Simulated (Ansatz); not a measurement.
# MoS2: the cost of one run

Method: DFT PBEsol, frozen-core PAW and all-electron LAPW, scalar-relativistic unless said, in Ansatz 0.2.0.

1 further run of the same task is left out (it didn't finish).

## (1) The starting structure

It takes space group R3m (No. 160, trigonal). The conventional cell has a = 3.160 Å, b = 3.160 Å, c = 18.450 Å, α = 90.00°, β = 90.00°, γ = 120.00°. Mo (site symmetry 3m) is surrounded by 6 S at 2.39 Å. S (site symmetry 3m) has 3 Mo at 2.39 Å as nearest neighbours.

Coordinates:

```cif
data_structure
_symmetry_space_group_name_H-M 'P 1'
_symmetry_Int_Tables_number 1
_cell_length_a 6.4149
_cell_length_b 6.4149
_cell_length_c 6.4149
_cell_angle_alpha 28.517
_cell_angle_beta 28.517
_cell_angle_gamma 28.517
_cell_volume 53.18
loop_
_atom_site_label
_atom_site_type_symbol
_atom_site_fract_x
_atom_site_fract_y
_atom_site_fract_z
_atom_site_occupancy
Mo1 Mo 0.00000 0.00000 0.00000 1
S1 S 0.25000 0.25000 0.25000 1
S2 S 0.41700 0.41700 0.41700 1
```

Cartesian axes are those of the input's lattice vectors. The structure goes back to a database entry.

## (2) Cell and atoms relaxed, PAW

input.yaml reads:

```yaml
crystal:
  lattice:
    - [1.57999999999, 0.91221342531, 6.15]
    - [-1.57999999999, 0.91221342531, 6.15]
    - [0.0, -1.82442685062, 6.15]
  atoms:
    - { symbol: Mo, position: [0.0, 0.0, 0.0] }
    - { symbol: S, position: [0.25, 0.25, 0.25] }
    - { symbol: S, position: [0.417, 0.417, 0.417] }
kpoints:
  mp_grid: { grid: [12, 12, 12] }
scf:
  occupations: { method: fermi_dirac, width: 0.08 }
hamiltonian:
  xc: pbesol
  pseudopotentials: { kind: paw }
relax:
  f_tol: 0.002
  max_steps: 80
  cell: {}
output:
  forces: true
  stress: true
```

Command:

```sh
$ ansatz run input.yaml --threads 2 --pin off --max-ram 5120MiB --backend cpu --events-out ev --progress --plain --runs-dir out
```

What time and memory should one allow on 2 threads of Arm Neoverse V2, shared host?

About 45 s, with a peak of 0.48 GiB.
